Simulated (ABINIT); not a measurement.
# CuAu (P4/mmm) in ABINIT: further runs, part 2 of 2

ABINIT 10.8.3 (patched build). Earlier steps stand in the parts before.

### 3 Band structure, PW91

File run.abi:

```
# Datasets: ground state, then fixed potential
ndtset 2

# Pseudopotentials
pp_dirpath "./"
pseudos "Au.GGA_PBE-JTH.xml, Cu.GGA_PBE-JTH.xml"

# Structure
acell 2.8107494552 2.8107494552 3.685 Angstrom
rprim
     1.0000000000     0.0000000000     0.0000000000
     0.0000000000     1.0000000000     0.0000000000
     0.0000000000     0.0000000000     1.0000000000
ntypat 2
znucl 79 29
natom 2
typat 1 2
xred
     0.0000000000     0.0000000000     0.0000000000
     0.5000000000     0.5000000000     0.5000000000

# Plane-wave basis
ecut 31.0
pawecutdg 53.0
pawxcdev 0

# Exchange and correlation
ixc -109134

# Bands and occupations
occopt 3
tsmear 0.00183747

# SCF cycle
nstep 100

# Output
iomode 3
prtwf 0
prteig 0
prtebands 0
prtden1 1

# Dataset 1
kptopt1 1
ngkpt1 9 9 7
nshiftk1 1
shiftk1 0.0 0.0 0.0
nband1 19
tolvrs1 1.0e-9

# Dataset 2: bands along G-X-M-G-Z-R-A-Z
iscf2 -2
getden2 1
nband2 25
nbdbuf2 4
tolwfr2 1.0e-11
kptopt2 -7
ndivsm2 6
prteig2 1
kptbounds2
     0.0000000000     0.0000000000     0.0000000000
     0.0000000000     0.5000000000     0.0000000000
     0.5000000000     0.5000000000     0.0000000000
     0.0000000000     0.0000000000     0.0000000000
     0.0000000000     0.0000000000     0.5000000000
     0.0000000000     0.5000000000     0.5000000000
     0.5000000000     0.5000000000     0.5000000000
     0.0000000000     0.0000000000     0.5000000000
```

Potentials or basis: JTH PAW PBE v2.0.

Command:

```console
> abinit run.abi > log 2>&1
```

run.abo:

```text
.Version 10.8.3 of ABINIT
 DATASET    1 : space group P4/m m m (#123); Bravais tP (primitive tetrag.)
================================================================================
 Values of the parameters that define the memory need for DATASET  1.
     intxc =       0    ionmov =       0      iscf =      17    lmnmax =      18
     lnmax =       6     mgfft =      36  mpssoang =       3    mqgrid =    3001
     natom =       2  nloc_mem =       2    nspden =       1   nspinor =       1
    nsppol =       1      nsym =      16    n1xccc =       1    ntypat =       2
    occopt =       3   xclevel =       2
       mpw =        1639          nfft =       32400          nkpt =          60
 PAW method is used; the additional fine FFT grid is defined by:
   mgfftf=        48    nfftf =     62208
================================================================================
================================================================================

 DATASET    2 : space group P4/m m m (#123); Bravais tP (primitive tetrag.)
================================================================================
 Values of the parameters that define the memory need for DATASET  2.
     intxc =       0    ionmov =       0      iscf =      -2    lmnmax =      18
     lnmax =       6     mgfft =      36  mpssoang =       3    mqgrid =    3001
     natom =       2  nloc_mem =       2    nspden =       1   nspinor =       1
    nsppol =       1      nsym =      16    n1xccc =       1    ntypat =       2
    occopt =       3   xclevel =       2
       mpw =        1646          nfft =       32400          nkpt =          61
 PAW method is used; the additional fine FFT grid is defined by:
   mgfftf=        48    nfftf =     62208
================================================================================
================================================================================

--------------------------------------------------------------------------------
------------- Echo of variables that govern the present computation ------------
--------------------------------------------------------------------------------
 -outvars: echo values of preprocessed input variables --------
            acell      5.3115466789E+00  5.3115466789E+00  6.9636407740E+00 Bohr
              amu      1.96966540E+02  6.35460000E+01
             ecut      3.10000000E+01 Hartree
           getden1          0
           getden2          1
             iscf1         17
             iscf2         -2
                       outvar_i_n : Printing only first  50 k-points.
              ixc     -109134
           jdtset        1    2
                       outvar_i_n : Printing only first  50 k-points.
           kptopt1          1
           kptopt2         -7
         kptrlatt        9    0    0      0    9    0      0    0    7
          kptrlen1     4.78039201E+01
          kptrlen2     3.00000000E+01
            natom           2
            nband1         19
            nband2         25
           nbdbuf1          0
           nbdbuf2          4
           ndtset           2
           ndivsm1          0
           ndivsm2          6
            ngfft          30      30      36
          ngfftdg          36      36      48
             nkpt1         60
             nkpt2         61
            nstep         100
             nsym          16
           ntypat           2
[... 286 lines left out ...]
  1.0924E+00
 Non-SCF case, kpt    2 (  0.00000  0.06250  0.00000), residuals and eigenvalues=
[... 585 lines left out ...]
  5.7676E-02  1.3297E-01  1.3674E-01  1.3807E-01  1.6095E-01  1.6708E-01
  1.8947E-01  1.9060E-01  1.9527E-01  2.0316E-01  7.7501E-01  7.8657E-01
  7.9357E-01  8.0827E-01  8.7582E-01  8.7668E-01  9.6732E-01  1.0333E+00
  1.0451E+00
 Non-SCF case, kpt   61 (  0.00000  0.00000  0.50000), residuals and eigenvalues=
  4.04E-12  3.58E-12  4.44E-12  8.32E-12  9.05E-12  5.70E-12  7.08E-12  8.43E-12
  7.69E-12  6.51E-12  8.85E-12  2.77E-12  9.50E-12  6.90E-12  9.18E-12  7.97E-12
  6.02E-12  5.78E-12  6.06E-12  8.88E-12  4.63E-12  9.35E-12  5.41E-11  1.48E-07
  6.36E-04
 -3.8495E+00 -2.2855E+00 -2.2851E+00 -2.2851E+00 -1.7176E-02  4.0748E-02
  5.8340E-02  1.3721E-01  1.3721E-01  1.3767E-01  1.5721E-01  1.7261E-01
  1.8857E-01  1.8951E-01  1.8951E-01  2.0221E-01  8.1493E-01  8.1670E-01
  8.1670E-01  8.3135E-01  8.3135E-01  8.4615E-01  9.2980E-01  1.0332E+00
  1.0357E+00

--- !ResultsGS
iteration_state: {dtset: 2, }
comment   : Summary of ground state results
lattice_vectors:
- [  5.3115467,   0.0000000,   0.0000000, ]
- [  0.0000000,   5.3115467,   0.0000000, ]
- [  0.0000000,   0.0000000,   6.9636408, ]
lattice_lengths: [   5.31155,    5.31155,    6.96364, ]
lattice_angles: [ 90.000,  90.000,  90.000, ] # degrees, (23, 13, 12)
lattice_volume:   1.9646191E+02
convergence: {deltae:  0.000E+00, res2:  0.000E+00, residm:  9.997E-12, diffor:  0.000E+00, }
etotal    :  -2.32306401E+02
entropy   :   0.00000000E+00
fermie    :   2.73330938E-01
cartesian_stress_tensor: null
pressure_GPa: null
xred      :
- [  0.0000E+00,   0.0000E+00,   0.0000E+00, Au]
- [  5.0000E-01,   5.0000E-01,   5.0000E-01, Cu]
cartesian_forces: null
force_length_stats: {min: null, max: null, mean: null, }
...

 Integrated electronic density in atomic spheres:
 ------------------------------------------------
 Atom  Sphere_radius  Integrated_density
    1        2.50870          9.55916337
    2        2.00090         17.34380801

================================================================================

 ----iterations are completed or convergence reached----

 Mean square residual over all n,k,spin=   65.989E-13; max=  99.970E-13
 reduced coordinates (array xred) for    2 atoms
       0.000000000000      0.000000000000      0.000000000000
       0.500000000000      0.500000000000      0.500000000000

 cartesian coordinates (angstrom) at end:
    1      0.00000000000000     0.00000000000000     0.00000000000000
    2      1.40537472760000     1.40537472760000     1.84250000000000
 length scales=  5.311546678873  5.311546678873  6.963640773970 bohr
              =  2.810749455200  2.810749455200  3.685000000000 angstroms
 Eigenvalues (hartree) for nkpt=  61  k points:
 kpt#   1, nband= 25, wtk=  1.00000, kpt=  0.0000  0.0000  0.0000 (reduced coord)
  -3.84951   -2.28550   -2.28511   -2.28511   -0.08461    0.03148    0.03746    0.12473
   0.12473    0.16353    0.17065    0.19586    0.21233    0.22055    0.22055    0.35241
   0.56821    0.64608    0.64608    0.89094    0.89325    0.94041    1.05471    1.05471
   1.09243
 kpt#   2, nband= 25, wtk=  1.00000, kpt=  0.0000  0.0625  0.0000 (reduced coord)
  -3.84951   -2.28549   -2.28514   -2.28511   -0.08125    0.03325    0.03930    0.12268
   0.12551    0.16207    0.17121    0.19571    0.21089    0.21523    0.21986    0.36226
   0.56439    0.62655    0.65178    0.88827    0.92066    0.94119    1.03825    1.06061
   1.07892
 kpt#   3, nband= 25, wtk=  1.00000, kpt=  0.0000  0.1250  0.0000 (reduced coord)
  -3.84950   -2.28549   -2.28521   -2.28510   -0.07142    0.03742    0.04571    0.11675
   0.12780    0.15783    0.17259    0.19552    0.20342    0.20711    0.21782    0.38761
   0.54188    0.59749    0.66832    0.87634    0.93843    0.98706    1.00553    1.05381
   1.07803
 kpt#   4, nband= 25, wtk=  1.00000, kpt=  0.0000  0.1875  0.0000 (reduced coord)
  -3.84950   -2.28548   -2.28531   -2.28509   -0.05586    0.04273    0.05709    0.10769
[... 274 lines left out ...]
  -3.84950   -2.28551   -2.28516   -2.28516   -0.00288    0.04815    0.05590    0.12437
   0.13426    0.14095    0.15681    0.16811    0.18938    0.19309    0.20604    0.20906
   0.73219    0.73754    0.74629    0.78509    0.90607    0.93222    1.02647    1.03753
   1.07166
 kpt#  60, nband= 25, wtk=  1.00000, kpt=  0.0455  0.0455  0.5000 (reduced coord)
  -3.84951   -2.28552   -2.28513   -2.28513   -0.01356    0.04261    0.05768    0.13297
   0.13674    0.13807    0.16095    0.16708    0.18947    0.19060    0.19527    0.20316
   0.77501    0.78657    0.79357    0.80827    0.87582    0.87668    0.96732    1.03334
   1.04515
 kpt#  61, nband= 25, wtk=  1.00000, kpt=  0.0000  0.0000  0.5000 (reduced coord)
  -3.84951   -2.28552   -2.28511   -2.28511   -0.01718    0.04075    0.05834    0.13721
   0.13721    0.13767    0.15721    0.17261    0.18857    0.18951    0.18951    0.20221
   0.81493    0.81670    0.81670    0.83135    0.83135    0.84615    0.92980    1.03323
   1.03566

== END DATASET(S) ==============================================================
================================================================================

 -outvars: echo values of variables after computation  --------
            acell      5.3115466789E+00  5.3115466789E+00  6.9636407740E+00 Bohr
           etotal1    -2.3230640051E+02
            fcart1    -0.0000000000E+00 -0.0000000000E+00 -0.0000000000E+00
                      -0.0000000000E+00 -0.0000000000E+00 -0.0000000000E+00
           strten1    -1.6830788002E-04 -1.6830788002E-04 -1.4221860143E-04
                       0.0000000000E+00  0.0000000000E+00  0.0000000000E+00
           xangst      0.0000000000E+00  0.0000000000E+00  0.0000000000E+00
                       1.4053747276E+00  1.4053747276E+00  1.8425000000E+00
             xred      0.0000000000E+00  0.0000000000E+00  0.0000000000E+00
                       5.0000000000E-01  5.0000000000E-01  5.0000000000E-01
 Calculation completed.
```

It took 4.7 min on 1 thread of AMD EPYC 7R43 (Zen 3), shared host; peak memory 0.15 GiB.

What came out:

```
Free energy                                           : -6321.3792 eV
Pressure                                              : 4.7 GPa
Band gap on the k mesh                                : none (metal or under the smearing width)
Valence electrons inside the program's atomic spheres : Au 9.56; Cu 17.34
```

Stress tensor (GPa, compression positive):
```
4.95 0.00 0.00
0.00 4.95 0.00
0.00 0.00 4.18
```

Levels at the corners of the path, in eV from the Fermi level:
| point | band 11 | band 12 | band 13 | band 14 | band 15 | band 16 | band 17 | band 18 | band 19 | band 20 |
| --- | --- | --- | --- | --- | --- | --- | --- | --- | --- | --- |
| Γ | -2.79 | -2.11 | -1.66 | -1.44 | -1.44 | 2.15 | 8.02 | 10.14 | 10.14 | 16.81 |
| X | -2.99 | -2.92 | -2.36 | -2.15 | -0.83 | -0.14 | 9.58 | 9.59 | 11.34 | 11.36 |
| M | -1.65 | -1.60 | -1.34 | -1.34 | 0.71 | 0.71 | 5.16 | 6.83 | 10.29 | 11.80 |
| Γ | -2.79 | -2.11 | -1.66 | -1.44 | -1.44 | 2.15 | 8.02 | 10.14 | 10.14 | 16.81 |
| Z | -3.16 | -2.74 | -2.31 | -2.28 | -2.28 | -1.94 | 14.74 | 14.79 | 14.79 | 15.18 |
| R | -1.83 | -1.69 | -1.56 | -1.52 | -0.99 | -0.99 | 2.68 | 4.38 | 16.44 | 16.48 |
| A | -3.14 | -2.10 | -1.65 | -1.60 | 5.43 | 5.58 | 5.58 | 6.15 | 7.01 | 7.03 |
| Z | -3.16 | -2.74 | -2.31 | -2.28 | -2.28 | -1.94 | 14.74 | 14.79 | 14.79 | 15.18 |

Caveat: the PAW data sets were made with another functional, which shifts forces and pressure a little; spin-orbit coupling is left out, which moves the levels of the heavy elements.
